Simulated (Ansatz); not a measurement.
# Mo: elastic constants with PBE

Crystal: Mo.

```
Mo
1.0
    -1.58381    1.58381    1.58381
     1.58381   -1.58381    1.58381
     1.58381    1.58381   -1.58381
Mo
1
Cartesian
  0.0000 0.0000 0.0000
```

| Property | Result |
| --- | --- |
| Program | Ansatz 0.2.0 |
| Task | elastic constants |
| Functional | PBE |
| Potentials or basis | all-electron LAPW, scalar-relativistic |
| Cutoff | 265 eV (chosen from the basis error) |
| Basis error allowed | 0.001 eV/atom |
| k mesh | 9 × 9 × 9 |
| Occupations | fermi-dirac, width 0.05 eV |
| Spin | no spin polarisation |

```yaml
Pressure: -2.0 GPa
Band_gap_on_the_k_mesh: none (metal or under the smearing width)
Elastic_constants_C11_C12_C44: 444, 159, 99 GPa
Voigt_bulk_modulus: 254 GPa
```

Levels at points of the mesh, in eV from the Fermi level:
```csv
k point,band 12,band 13,band 14,band 15,band 16,band 17,band 18,band 19
"(0.00, 0.00, 0.00)",-34.56,-7.15,-1.31,-1.31,-1.31,1.65,1.65,14.69
```

Elastic tensor in Voigt notation (GPa, in the Cartesian axes of the cell as first typed):
```
444 159 159   0   0   0
159 444 159   0   0   0
159 159 444   0   0   0
  0   0   0  99   0   0
  0   0   0   0  99   0
  0   0   0   0   0  99
```

It took 24 s on 1 thread of Arm Neoverse V2 (shared host), peak memory 0.32 GiB.

Caveat: the k mesh is thin for a metal, which can move the energy by tens of meV per atom; a metal's response needs a denser mesh; elastic constants of metals need much finer meshes, so these are rough.
